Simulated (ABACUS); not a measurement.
# Al (Fm-3m) in ABACUS: equation of state

How stiff is Al in PBE, and what volume does it want? The cell is scaled to several volumes.

Everything below comes from runs of ABACUS 3.10.1. Logs are shortened: lines on timing, memory, paths and dates and some standing lists are left out, and cuts for length are marked.

**Experimental background.**

From “The interpretation of polycrystalline coherent inelastic neutron scattering from aluminium”, 2013, pmc:3831299, for a bulk crystal of Al: bulk modulus 76.9 GPa.

How close the calculation comes is told below.

**1. The crystal as given**

Symmetry: Fm-3m, No. 225, cubic system. The conventional cell has a = 4.050 Å, b = 4.050 Å, c = 4.050 Å, α = 90.00°, β = 90.00°, γ = 90.00°. Al (site symmetry m-3m) is surrounded by 12 Al at 2.86 Å.

**2. Equation of state, PBE, 15.61 Å³/atom (volume scaled by 0.94)**

File INPUT:

```
INPUT_PARAMETERS
suffix              Al
calculation         scf
basis_type          pw
pseudo_dir          ./
symmetry            1
dft_functional      pbe
ecutwfc             41
pseudo_rcut         10
nspin               1
nbands              6
ks_solver           dav
smearing_method     fd
smearing_sigma      0.00367493
scf_thr             1e-08
scf_nmax            100
mixing_type         broyden
mixing_beta         0.7
cal_force           1
cal_stress          1
kpar                4
```

File STRU:

```
ATOMIC_SPECIES
Al 26.9815 Al.upf

LATTICE_CONSTANT
1.8897261246

LATTICE_VECTORS
0.0000000000 1.9834708509 1.9834708509
1.9834708509 0.0000000000 1.9834708509
1.9834708509 1.9834708509 0.0000000000

ATOMIC_POSITIONS
Direct

Al
0.0
1
0.0000000000 0.0000000000 0.0000000000 1 1 1
```

File KPT:

```
K_POINTS
0
Gamma
11 11 11 0 0 0
```

Potentials or basis: PseudoDojo NC SR 0.4.1 PBE standard, plane waves.

Started as:

```bash
OMP_NUM_THREADS=1 mpirun -np 4 abacus > log
```

running log:

```text
ABACUS v3.10.1

               Atomic-orbital Based Ab-initio Computation at UStc

 ------------------------------------------------------------------------------------

 READING GENERAL INFORMATION
                           global_out_dir = OUT.Al/
                           global_in_card = INPUT
                               pseudo_dir = ./
                              orbital_dir =
                                    DSIZE = 4
                                    GSIZE = 1

 READING UNITCELL INFORMATION
                                    ntype = 1
                  lattice constant (Bohr) = 1.88973
              lattice constant (Angstrom) = 1

 READING ATOM TYPE 1
                               atom label = Al
                      L=0, number of zeta = 1
                      L=1, number of zeta = 1
                      L=2, number of zeta = 1
             number of atom for this type = 1

                        TOTAL ATOM NUMBER = 1
DIRECT COORDINATES
    atom                   x                   y                   z     mag                  vx                  vy                  vz
taud_Al1            0.0000000000        0.0000000000        0.0000000000  0.0000        0.0000000000        0.0000000000        0.0000000000

                          Volume (Bohr^3) = 105.318
                             Volume (A^3) = 15.6066

 Lattice vectors: (Cartesian coordinate: in unit of a_0)
                   +0            +1.98347            +1.98347
             +1.98347                  +0            +1.98347
             +1.98347            +1.98347                  +0
 Reciprocal vectors: (Cartesian coordinate: in unit of 2 pi/a_0)
            -0.252083           +0.252083           +0.252083
            +0.252083           -0.252083           +0.252083
            +0.252083           +0.252083           -0.252083
 The esolver type has been set to : ksdft_pw

                PAO radial cut off (Bohr) = 10

 Read in pseudopotential file is Al.upf
                     pseudopotential type = NC
          exchange-correlation functional = PBE
                 nonlocal core correction = 1
                        valence electrons = 3
                                     lmax = 2
                           number of zeta = 2
                     number of projectors = 6
                           L of projector = 0
                           L of projector = 0
                           L of projector = 1
                           L of projector = 1
                           L of projector = 2
                           L of projector = 2
     initial pseudo atomic orbital number = 4

 SETUP THE ELECTRONS NUMBER
            electron number of element Al = 3
      total electron number of element Al = 3
            AUTOSET number of electrons:  = 3
                           occupied bands = 2
                                   NBANDS = 6
[... 133 lines left out ...]
 SETUP NONLOCAL PSEUDOPOTENTIALS IN PLANE WAVE BASIS
 Al non-local projectors:
 projector 1 L=0
 projector 2 L=0
 projector 3 L=1
 projector 4 L=1
 projector 5 L=2
 projector 6 L=2
      TOTAL NUMBER OF NONLOCAL PROJECTORS = 18

 Init Non-Local PseudoPotential table :
 Init Non-Local-Pseudopotential done.

                                     npwx = 487

 Make real space PAO into reciprocal space.
       max mesh points in Pseudopotential = 1001
     dq(describe PAO in reciprocal space) = 0.01
                                    max q = 773

 number of pseudo atomic orbitals for Al is 2
WARNING: norm of atomic wavefunction # 1 of atomic type Al is 0.99999, renormalized
WARNING: norm of atomic wavefunction # 2 of atomic type Al is 0.998797, renormalized

 -------------------------------------------
 SELF-CONSISTENT
 -------------------------------------------
                                 init_chg = atomic

 PW ALGORITHM --------------- ION=   1  ELEC=   1--------------------------------
 Notice: Threshold on eigenvalues was too large.
 hsover_error=0.03 > DRHO=0.00569188
 Origin diag ethr = 0.01
 New diag ethr = 0.000189729

 Density error is 0.00570421955499
                          Error Threshold = 0.000189729412307
----------------------------------------------------------
     Energy           Rydberg                 eV
----------------------------------------------------------
 E_KohnSham     -4.6351535725        -63.0644996908
 E_Harris       -4.6135222638        -62.7701906378
 E_Fermi        0.6276215279         8.5392289667
----------------------------------------------------------
[... 39 lines left out ...]
 Density error is 7.17192601237e-11
                          Error Threshold = 1.26990237719e-09
----------------------------------------------------------
     Energy           Rydberg                 eV
----------------------------------------------------------
 E_KohnSham     -4.6350122020        -63.0625762464
 E_KS(sigma->0) -4.6348682751        -63.0606180210
 E_Harris       -4.6350094663        -63.0625390252
 E_band         0.8667828739         11.7931860139
 E_one_elec     3.0581590822         41.6083889080
 E_Hartree      0.0079315580         0.1079143823
 E_xc           -2.1963627731        -29.8830485886
 E_Ewald        -5.5044522153        -74.8919144972
 E_entropy(-TS) -0.0002878537        -0.0039164508
 E_descf        0.0000000000         0.0000000000
 E_exx          0.0000000000         0.0000000000
 E_Fermi        0.6258814211         8.5155535992
----------------------------------------------------------

 charge density convergence is achieved
 final etot is -63.062576246 eV
 EFERMI = 8.5155535992 eV

 STATE ENERGY(eV) AND OCCUPATIONS    NSPIN == 1
 1/14 kpoint (Cartesian) = 0.0000 0.0000 0.0000 (459 pws)
       1       -3.01131     0.00150263
       2        21.4465        0.00000
       3        21.4465        0.00000
       4        21.4465        0.00000
       5        23.3481        0.00000
       6        23.3481        0.00000
[... 33 lines left out ...]
 6/14 kpoint (Cartesian) = 0.11458 0.11458 0.11458 (470 pws)
       1        2.69115      0.0120210
       2        5.16608      0.0120210
       3        20.0356        0.00000
       4        20.0356        0.00000
       5        20.8166        0.00000
       6        20.8166        0.00000

[... levels at 8 further k points ...]

------------------------------------------------------------------------------------------
 TOTAL-FORCE (eV/Angstrom)
------------------------------------------------------------------------------------------
                       Al1         0.0000000000         0.0000000000         0.0000000000
------------------------------------------------------------------------------------------

----------------------------------------------------------------
 TOTAL-STRESS (KBAR)
----------------------------------------------------------------
        47.8524759343        -0.0000000000        -0.0000000000
        -0.0000000000        47.8524759343         0.0000000000
        -0.0000000000         0.0000000000        47.8524759343
----------------------------------------------------------------
 TOTAL-PRESSURE: 47.852476 KBAR

 --------------------------------------------
 !FINAL_ETOT_IS -63.0625762463831947 eV
 --------------------------------------------
```

stdout:

```text
ABACUS v3.10.1

               Atomic-orbital Based Ab-initio Computation at UStc

 UNIFORM GRID DIM        : 24 * 24 * 24
 UNIFORM GRID DIM(BIG)   : 24 * 24 * 24
 ---------------------------------------------------------
[... 22 lines left out ...]
----------------------------------------------------------------
 TOTAL-STRESS (KBAR)
----------------------------------------------------------------
        47.8524759343        -0.0000000000        -0.0000000000
        -0.0000000000        47.8524759343         0.0000000000
        -0.0000000000         0.0000000000        47.8524759343
----------------------------------------------------------------
 TOTAL-PRESSURE: 47.852476 KBAR
```

Run time: 1.7 s. Hardware: 4 MPI ranks of Intel Xeon Platinum 8488C (Sapphire Rapids), shared host; peak memory 0.2 GiB.

Results:

```yaml
Free_energy: -63.0626 eV
Pressure: 4.8 GPa
Band_gap_on_the_k_mesh: none (metal or under the smearing width)
```

**3. Equation of state, PBE, 15.94 Å³/atom (volume scaled by 0.96)**

INPUT is that of step 2.

File STRU:

```
ATOMIC_SPECIES
Al 26.9815 Al.upf

LATTICE_CONSTANT
1.8897261246

LATTICE_VECTORS
0.0000000000 1.9974394157 1.9974394157
1.9974394157 0.0000000000 1.9974394157
1.9974394157 1.9974394157 0.0000000000

ATOMIC_POSITIONS
Direct

Al
0.0
1
0.0000000000 0.0000000000 0.0000000000 1 1 1
```

KPT is that of step 2.

Potentials or basis: PseudoDojo NC SR 0.4.1 PBE standard, plane waves.

Started as:

```bash
OMP_NUM_THREADS=1 mpirun -np 4 abacus > log
```

It took 1.5 s on 4 MPI ranks of Intel Xeon Platinum 8488C (Sapphire Rapids), shared host; peak memory 0.2 GiB.

The run converged. Its results:

| Quantity | Value |
| --- | --- |
| Free energy | -63.0704 eV |
| Pressure | 2.8 GPa |
| Band gap on the k mesh | none (metal or under the smearing width) |

**4. Equation of state, PBE, 16.27 Å³/atom (volume scaled by 0.98)**

INPUT is that of step 3.

File STRU:

```
ATOMIC_SPECIES
Al 26.9815 Al.upf

LATTICE_CONSTANT
1.8897261246

LATTICE_VECTORS
0.0000000000 2.0112152952 2.0112152952
2.0112152952 0.0000000000 2.0112152952
2.0112152952 2.0112152952 0.0000000000

ATOMIC_POSITIONS
Direct

Al
0.0
1
0.0000000000 0.0000000000 0.0000000000 1 1 1
```

KPT is that of step 3.

Started as:

```bash
OMP_NUM_THREADS=1 mpirun -np 4 abacus > log
```

It took 1.7 s on 4 MPI ranks of Intel Xeon Platinum 8488C (Sapphire Rapids), shared host; peak memory 0.2 GiB.

The run converged. Its results:

```yaml
Free_energy: -63.0742 eV
Pressure: 1.0 GPa
Band_gap_on_the_k_mesh: none (metal or under the smearing width)
```

**5. Equation of state, PBE, 16.60 Å³/atom**

INPUT is that of step 4.

File STRU:

```
ATOMIC_SPECIES
Al 26.9815 Al.upf

LATTICE_CONSTANT
1.8897261246

LATTICE_VECTORS
0.0000000000 2.0248050000 2.0248050000
2.0248050000 0.0000000000 2.0248050000
2.0248050000 2.0248050000 0.0000000000

ATOMIC_POSITIONS
Direct

Al
0.0
1
0.0000000000 0.0000000000 0.0000000000 1 1 1
```

KPT is that of step 4.

Started as:

```bash
OMP_NUM_THREADS=1 mpirun -np 4 abacus > log
```

Wall time 1.7 s (4 MPI ranks of Intel Xeon Platinum 8488C (Sapphire Rapids), shared host); peak memory 0.2 GiB.

It converged, with:

| Property | Result |
| --- | --- |
| Free energy | -63.0745 eV |
| Pressure | -0.7 GPa |
| Band gap on the k mesh | none (metal or under the smearing width) |

**6. Equation of state, PBE, 16.93 Å³/atom (volume scaled by 1.02)**

INPUT is that of step 5.

File STRU:

```
ATOMIC_SPECIES
Al 26.9815 Al.upf

LATTICE_CONSTANT
1.8897261246

LATTICE_VECTORS
0.0000000000 2.0382146954 2.0382146954
2.0382146954 0.0000000000 2.0382146954
2.0382146954 2.0382146954 0.0000000000

ATOMIC_POSITIONS
Direct

Al
0.0
1
0.0000000000 0.0000000000 0.0000000000 1 1 1
```

KPT is that of step 5.

Potentials or basis: PseudoDojo NC SR 0.4.1 PBE standard, plane waves.

Started as:

```bash
OMP_NUM_THREADS=1 mpirun -np 4 abacus > log
```

It took 1.6 s on 4 MPI ranks of Intel Xeon Platinum 8488C (Sapphire Rapids), shared host; peak memory 0.2 GiB.

The run converged. Its results:

```yaml
Free_energy: -63.0716 eV
Pressure: -2.1 GPa
Band_gap_on_the_k_mesh: none (metal or under the smearing width)
```

**7. Equation of state, PBE, 17.27 Å³/atom (volume scaled by 1.04)**

INPUT is that of step 6.

File STRU:

```
ATOMIC_SPECIES
Al 26.9815 Al.upf

LATTICE_CONSTANT
1.8897261246

LATTICE_VECTORS
0.0000000000 2.0514502267 2.0514502267
2.0514502267 0.0000000000 2.0514502267
2.0514502267 2.0514502267 0.0000000000

ATOMIC_POSITIONS
Direct

Al
0.0
1
0.0000000000 0.0000000000 0.0000000000 1 1 1
```

KPT is that of step 6.

Started as:

```bash
OMP_NUM_THREADS=1 mpirun -np 4 abacus > log
```

Run time: 1.6 s. Hardware: 4 MPI ranks of Intel Xeon Platinum 8488C (Sapphire Rapids), shared host; peak memory 0.2 GiB.

It converged, with:

```
Free energy            : -63.0659 eV
Pressure               : -3.4 GPa
Band gap on the k mesh : none (metal or under the smearing width)
```

**8. Equation of state, PBE, 17.60 Å³/atom (volume scaled by 1.06)**

INPUT is that of step 7.

File STRU:

```
ATOMIC_SPECIES
Al 26.9815 Al.upf

LATTICE_CONSTANT
1.8897261246

LATTICE_VECTORS
0.0000000000 2.0645171409 2.0645171409
2.0645171409 0.0000000000 2.0645171409
2.0645171409 2.0645171409 0.0000000000

ATOMIC_POSITIONS
Direct

Al
0.0
1
0.0000000000 0.0000000000 0.0000000000 1 1 1
```

KPT is that of step 7.

Started as:

```bash
OMP_NUM_THREADS=1 mpirun -np 4 abacus > log
```

It took 1.6 s on 4 MPI ranks of Intel Xeon Platinum 8488C (Sapphire Rapids), shared host; peak memory 0.2 GiB.

It converged, with:

* Free energy: -63.0576 eV
* Pressure: -4.6 GPa
* Band gap on the k mesh: none (metal or under the smearing width)

**9. Equation of state, PBE**

Potentials or basis: PseudoDojo NC SR 0.4.1 PBE standard, plane waves.

No new run: the results of the series are fitted here.

What came out:

| Property | Result |
| --- | --- |
| Equilibrium volume | 16.46 Å³/atom |
| Bulk modulus | 80 GPa |
| Pressure derivative of the bulk modulus | 4.5 |

Energy against volume, from the lowest point:
```tsv
volume (Å³/atom)	energy (meV/atom)
15.607	11.94
15.939	4.13
16.271	0.29
16.603	0.00
16.935	2.90
17.267	8.64
17.599	16.93
```

**10. Comparison with measurements**

Step 9. A measured bulk modulus of Al is 76.9 GPa (quoted in “The interpretation of polycrystalline coherent inelastic neutron scattering from aluminium”, 2013, pmc:3831299); the calculated 80 GPa misses it by +3.5 %. The fit is for a static lattice scaled at fixed shape and fixed fractional positions. The cell as given is a measured one (16.60 Å³/atom); PBE puts the equilibrium volume -0.8 % from it, thermal expansion not counted.
